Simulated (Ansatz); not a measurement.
**Pressure against volume: SiC**

```
Si C
1.0
     0.00000    2.02967    2.02967
     2.02967    0.00000    2.02967
     2.02967    2.02967    0.00000
Si C
1 1
Cartesian
  0.0000 0.0000 0.0000
  2.0297 2.0297 2.0297
```

The cell was built from the rocksalt type and relaxed in the same program, and has space group Fm-3m; it needn't be a known or the stable phase.

All numbers are computed: DFT, PBE, all-electron LAPW, scalar-relativistic (Ansatz 0.2.0); DFT, PBE, PAW with Ansatz's default frozen-core files, scalar-relativistic (Ansatz 0.2.0).

For LAPW: a Γ-centred 13×13×13 k mesh, Fermi–Dirac smearing of 0.05 eV, basis error target 0.25 meV/atom, no spin polarisation. PAW takes a cutoff of 420 eV at this cell. The Ansatz runs share mesh, smearing and spin set-up. Plane-wave (PAW) pressures include the program's estimate of the Pulay term.

The cell above is scaled evenly, with fractional coordinates and shape held.

```csv
V/V(cell),V (Å³/atom),"P, LAPW (GPa)","P, PAW (GPa)","free energy over the lowest listed, PAW (meV/atom)"
0.9600,8.027,?,?,?
0.9800,8.194,5.26,5.03,2.6
1.0000,8.361,0.22,0.00,0.0
1.0200,8.529,-4.66,-4.87,2.6
1.0400,8.696,-9.06,-9.27,10.0
```

Question: Fill in the row V/V(cell) = 0.9600.

Answer: P, LAPW (GPa) = 10.69, P, PAW (GPa) = 10.46, free energy over the lowest listed, PAW (meV/atom) = 10.6.

Question: What do Birch–Murnaghan fits to the pressures give?

Answer: LAPW: V0 = 8.37 Å³/atom, B0 = 246 GPa, B0′ = 2.2; PAW: V0 = 8.36 Å³/atom, B0 = 247 GPa, B0′ = 2.2.

PAW's V0 lies -0.09 % from the all-electron value and its B0 0.1 %. Symmetry fixes shape and coordinates here, so this is the relaxed modulus.
